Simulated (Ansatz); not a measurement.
Al₂Cu: how the energy converges with the cutoff

Al₂Cu, P4/mmm, a = 4.105 Å, c = 2.891 Å. The structure is a Materials Project entry; whether it is the stable form wasn't checked. Ansatz: r2SCAN, PAW, cutoff varied, Γ-centred 10×10×14 mesh on 3 atoms, Gaussian smearing 0.10 eV; no spin polarisation. Single points at one geometry, the cutoff alone changed; ΔE is the energy at zero smearing over the run at 850 eV (runs within 0.3 meV/atom of it are left out). The runs up to 460 eV lie under the cutoff recommended for these PAW datasets.

| cutoff (eV) | ΔE (meV/atom) |
| --- | --- |
| 150 | 30227.49 |
| 200 | 5402.38 |
| 250 | 914.95 |
| 300 | 111.93 |
| 350 | 9.90 |
| 380 | 3.67 |
| 460 | 1.11 |
| 500 | 0.67 |
| 520 | ? |
| 600 | 0.31 |

Assume ΔE falls exponentially with the cutoff, fit y = ln ΔE against x, the cutoff in eV, to the other rows, and predict the missing value.

y = 10.317, 8.595, 6.819, 4.718, 2.293, 1.300, 0.104, -0.400, -1.171. Means x = 354.4, y = 3.6194; Σ(Δx)² = 172822, ΣΔxΔy = -4718; the slope is their ratio. y = 13.29 − 0.02730 x, a factor of ten per 84 eV. At 520 eV this gives ΔE = 0.40 meV/atom. The run gave 0.54, a ratio of 0.74. Between neighbouring rows the decay runs from a factor of ten per 47 eV to one per 332 eV, so one exponential is only a rough guide. The fast fall gives way to a slow tail, so a fit to low cutoffs promises convergence too early.